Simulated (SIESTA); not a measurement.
# HfB2 under changes of volume

One of the cells (9.905 Å³/atom); the others are scaled copies at fixed shape and fractional positions:

```xyz
3
Lattice="3.1400 0.0000 0.0000 -1.5700 2.7193 0.0000 0.0000 0.0000 3.4800" Properties=species:S:1:pos:R:3 pbc="T T T"
Hf    0.0000    0.0000    0.0000
B     1.5700    0.9064    1.7400
B     0.0000    1.8129    1.7400
```

* Program: SIESTA 5.4.2
* Functional: PBEsol
* Potentials or basis: PseudoDojo 0.4 standard (PBEsol files)
* Basis: DZP (energy shift 0.003 Ry; two zetas on semicore shells)
* Grid cutoff: 800 Ry
* Energy shift: 0.003 Ry
* k mesh: 10 × 10 × 8
* Occupations: fermi-dirac, width 0.05 eV
* Spin: no spin polarisation

```tsv
volume (Å³/atom)	energy over the lowest point (meV/atom)	pressure (GPa)
9.311	20.71	14.8
9.509	6.56	8.3
9.707	0.00	2.5
9.905	0.31	-2.9
10.103	6.94	-7.7
10.301	?	?
10.499	36.57	-16.0
```

Q: What does the run at 10.301 Å³/atom give?

A: Energy over the lowest point 19.21 meV/atom; pressure -12.0 GPa.

Worked out: A Birch-Murnaghan fit of order 3 (a polynomial in V^(-2/3)) to the other rows has its minimum at 9.79 Å³/atom with B0 = V·E''(V) = 264 GPa and B' = 3.9 at fixed shape and positions, which overstates the stiffness. It gives 19.18 meV/atom at 10.301 Å³/atom, against the run's 19.21, and -dE/dV = -12.1 GPa, against -12.0.

Energies are extrapolated to zero smearing.

Caveats: short orbitals over semicore shells can move pressures by several GPa; the basis of atomic orbitals isn't converged, which shifts pressures, moduli and gaps.
